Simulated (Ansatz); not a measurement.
## MgS (Fm-3m): G0W0 and the starting functional

```
Mg S
1.0
     0.00000    2.58000    2.58000
     2.58000    0.00000    2.58000
     2.58000    2.58000    0.00000
Mg S
1 1
Direct
  0.00000 0.00000 0.00000
  0.50000 0.50000 0.50000
```

Held fixed (Ansatz):

| Item | Value |
| --- | --- |
| datasets | hand-made PAW set at its accurate level |
| k mesh | 4×4×4 |
| empty bands | 221 |
| response cutoff | 200 eV |
| frequencies | contour deformation |
| q → 0 term | analytic weight of Carrier, Rohra and Görling |
| band sums | cut at the band count |

The gap is read from Γ to k = (0, -0.5, -0.5), linearised, between the Kohn-Sham band edges among the points solved. ε∞ is the electronic dielectric constant on this mesh. Wave cutoffs: 760, 760 eV in the order of the table.

```json
{"orbitals": "PBE", "KS gap (eV)": "2.82", "G0W0 gap (eV)": "4.27", "ε∞": "6.1"}
{"orbitals": "r²SCAN", "KS gap (eV)": "3.50", "G0W0 gap (eV)": "4.64", "ε∞": "5.1"}
```

The Kohn-Sham gaps spread over 0.68 eV and the G0W0 gaps over 0.37 eV, so the dependence on the start shrinks but stays.

The cell is a model at fixed atoms and needn't be the relaxed known crystal. The PAW or pseudopotential files were made with PBE. Points k are given in fractions of the reciprocal vectors. The mesh is coarse, so these are values at the stated settings, not converged ones. Band sums or response are cut, so the gap isn't at its basis limit. The gap is read on the mesh, and the crystal's band edges can lie off it. With r²SCAN or HSE06 the Kohn-Sham levels are generalised ones. Meshes this coarse can overestimate the dielectric constant by a tenth and more.
